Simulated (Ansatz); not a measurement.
## SiGe: course of a relaxation

Level of theory: Ansatz 0.2.0, DFT PBEsol, scalar-relativistic, plane waves, PAW. (420 eV cutoff, 12×12×6 k-mesh, Gaussian smearing of 0.02 eV, no spin polarisation)

What was changed: relaxed at -3 GPa.

Command:

```bash
ansatz run input.yaml --threads 1 --pin off --max-ram 2560MiB --backend cpu --events-out ev --progress --plain --runs-dir out
```

Input:

```yaml
crystal:
  lattice:
    - [3.9375875234, 0.0, 0.0]
    - [-1.9687937617, 3.4100508249, 0.0]
    - [0.0, 0.0, 6.5044975637]
  atoms:
    - { symbol: Si, position: [0.6666666667, 0.3333333333, 0.874546342] }
    - { symbol: Si, position: [0.3333333333, 0.6666666667, 0.374546342] }
    - { symbol: Ge, position: [0.6666666667, 0.3333333333, 0.500452658] }
    - { symbol: Ge, position: [0.3333333333, 0.6666666667, 0.000452658] }
basis:
  ecutwfc: 420
kpoints:
  mp_grid: { grid: [12, 12, 6] }
hamiltonian:
  xc: pbesol
scf:
  occupations: { method: gaussian, width: 0.02 }
output:
  forces: true
  stress: true
  eigenvalues: true
relax:
  adjacent_minimum: "off"
  f_tol: 0.008
  max_steps: 50
  cell: { stress_tol: 0.08, p_target: -3.0 }
```

F is the free energy. Steps run on the plane waves of an earlier cell, but the last one, and at times one on the way, on a freshly chosen basis, so a repeated geometry can differ a little in energy. The relaxation lowers the enthalpy F + PV at the target pressure, so F itself can rise.

Steps:

| step | F − F(1) (eV) | largest force component (eV/Å) | V (Å³/atom) | P (GPa) |
| --- | --- | --- | --- | --- |
| 1 | 0.0000 | 0.010 | 21.835 | -2.15 |
| 2 | 0.0127 | 0.004 | 22.037 | -2.79 |
| 3 | 0.0176 | 0.005 | 22.105 | -3.00 |
| 4 | 0.0174 | 0.005 | 22.105 | -3.00 |

Relaxed structure:

```xyz
4
Lattice="3.9536 0.0000 0.0000 -1.9768 3.4239 0.0000 0.0000 0.0000 6.5317" Properties=species:S:1:pos:R:3 pbc="T T T"
Si    1.9768    1.1413    5.7127
Si    0.0000    2.2826    2.4468
Ge    1.9768    1.1413    3.2685
Ge    0.0000    2.2826    0.0026
```

It takes space group P6_3mc (No. 186, hexagonal). Conventional cell: a = 3.954 Å, b = 3.954 Å, c = 6.532 Å, α = 90.00°, β = 90.00°, γ = 120.00°. Around Si (site symmetry 3m) lie 4 Ge at 2.43 to 2.44 Å. Ge (site symmetry 3m) is surrounded by 4 Si at 2.43 to 2.44 Å.

The run converged. Time: 46 s on 1 thread of Intel(R) Xeon(R) Platinum 8259CL CPU @ 2.50GHz (Skylake/Cascade Lake), on a shared host, peak memory 0.47 GiB.